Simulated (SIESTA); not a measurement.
**MoP in SIESTA: the effect of strain zz**

MoP:

```xyz
2
Lattice="3.2230 0.0000 0.0000 -1.6115 2.7912 0.0000 0.0000 0.0000 3.0634" Properties=species:S:1:pos:R:3 pbc="T T T"
Mo    0.0000    0.0000    0.0000
P     0.0000    1.8608    1.5317
```

The cell isn't the ideal one: cell strained along z.

Alike in all runs:

* Program: SIESTA 5.4.2
* Task: band structure
* Functional: PBE
* Potentials or basis: PseudoDojo 0.4 standard (PBE files)
* Basis: DZP (energy shift 0.003 Ry; two zetas on semicore shells)
* Grid cutoff: 800 Ry
* Energy shift: 0.003 Ry
* k mesh: 10 × 10 × 8
* Occupations: fermi-dirac, width 0.05 eV
* Spin: no spin polarisation

```tsv
strain zz	pressure (GPa)
-0.04	18.2
-0.02	11.4
-0.01	8.3
0	5.5
0.01	2.7
0.02	?
0.04	-4.5
```

**Question.** What does the run with strain zz 0.02 give?

**Answer.** Pressure 0.2 GPa.

Worked out: A parabola through the other rows of the pressure, of slope -248 GPa per unit of strain zz there, gives 0.1 GPa, against the run's 0.2.

Caveats: the basis of atomic orbitals isn't converged, which shifts pressures, moduli and gaps.
